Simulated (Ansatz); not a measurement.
# CdTe: the cost of one run

Computed with Ansatz 0.2.0 (DFT LDA, scalar-relativistic, plane waves, PAW, unless a step's input says otherwise).

4 further runs of the same task are left out: 4 set aside as unsound or not needed.

**1. The structure to begin with**

It takes space group Fm-3m (No. 225, cubic). Conventional cell: a = 6.017 Å, b = 6.017 Å, c = 6.017 Å, α = 90.00°, β = 90.00°, γ = 90.00°. Around Cd (site symmetry m-3m) lie 6 Te at 3.01 Å. Around Te (site symmetry m-3m) lie 6 Cd at 3.01 Å.

As a file:

```xyz
2
Lattice="0.0000 3.0085 3.0085 3.0085 0.0000 3.0085 3.0085 3.0085 0.0000" Properties=species:S:1:pos:R:3 pbc="T T T"
Cd    0.0000    0.0000    0.0000
Te    3.0085    3.0085    3.0085
```

This is a trial structure built by rule; it need not be a known or stable form of this composition.

This is a trial structure, the rocksalt prototype, and another one may lie lower.

**2. Single point at 1.042 V0**

Contents of input.yaml:

```yaml
crystal:
  lattice:
    - [0.0, 3.0085, 3.0085]
    - [3.0085, 0.0, 3.0085]
    - [3.0085, 3.0085, 0.0]
  atoms:
    - { symbol: Cd, position: [0.0, 0.0, 0.0] }
    - { symbol: Te, position: [0.5, 0.5, 0.5] }
basis:
  ecutwfc: 420
kpoints:
  mp_grid: { grid: [12, 12, 12] }
hamiltonian:
  xc: lda
scf:
  occupations: { method: fermi_dirac, width: 0.15 }
output:
  forces: true
  stress: true
  eigenvalues: true
```

On the command line:

```console
> ansatz run input.yaml --threads 1 --pin off --max-ram 1228MiB --backend cpu --events-out ev --progress --plain --runs-dir out
```

**Question.** How long does this run take on 1 thread of Arm Neoverse N1, shared host, and how much memory does it need?

About 7.5 s, with a peak of 0.41 GiB.
